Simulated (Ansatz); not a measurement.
## Zr on a Si site in Si

Computed with the plane-wave PAW code Ansatz (scalar-relativistic, PAW set soft_2): PBEsol, no spin polarisation, 420 eV cutoff, k-mesh 2×2×2 shifted by half a step.

The relaxed host crystal (Kohn–Sham gap 0.46 eV):

```xyz
2
Lattice="0.0000 2.7169 2.7169 2.7169 0.0000 2.7169 2.7169 2.7169 0.0000" Properties=species:S:1:pos:R:3 pbc="T T T"
Si    1.3585    1.3585    1.3585
Si    0.0000    0.0000    0.0000
```

Supercell of 32 atoms, rows of the matrix [[-1,-1,-1],[-1,-1,3],[-1,3,-1]] times the cell vectors; Zr on a Si site at (0.250, 0.250, 0.250) in fractions of the cell above. Atoms are relaxed at the host's cell.

Distances from the Zr atom (Å), by shell of the perfect crystal:

| shell | perfect crystal | relaxed, charge 0 |
| --- | --- | --- |
| 4 Si | 2.35 | 2.59 |

```csv
charge,gap of the cell on the mesh (eV),carriers
0,0.83,none in the bands
```

On this mesh the host's own supercell has a gap of 1.27 eV.

Formation energy of the neutral defect: 2.56 eV, taking atoms from and to the elements' standard states (no corrections for gases), so it belongs to those chemical potentials alone.

Caveats: semilocal functionals make gaps too small, which shifts levels too; small supercell, so energies and levels can be off by tenths of an eV; the atoms kept the symmetry of the start, so a distorted state could lie lower.

Substituting Zr pushes the four Si neighbours outward, from 2.35 to 2.59 Å, as expected for a much larger atom confined to a tetrahedral silicon site. Zr belongs to group 4 and brings as many valence electrons as the Si it replaces, so it can complete the four bonds without leaving carriers in the bands. The narrowing of the mesh gap from 1.27 to 0.83 eV suggests that Zr-derived states move in at an edge, possibly empty, weakly bonding d states of e symmetry or raised Zr–Si bonding states. It does not establish a deep level, because the narrowed gap still exceeds the host's gap of 0.46 eV and the states involved could lie within the true bands.

The formation energy of 2.56 eV indicates a costly substitution relative to elemental Zr and Si. Equilibrium with a zirconium silicide would lower the Zr chemical potential and raise this cost further. Whether Zr prefers this site to an interstitial one, the usual choice of many transition metals in silicon, remains open.
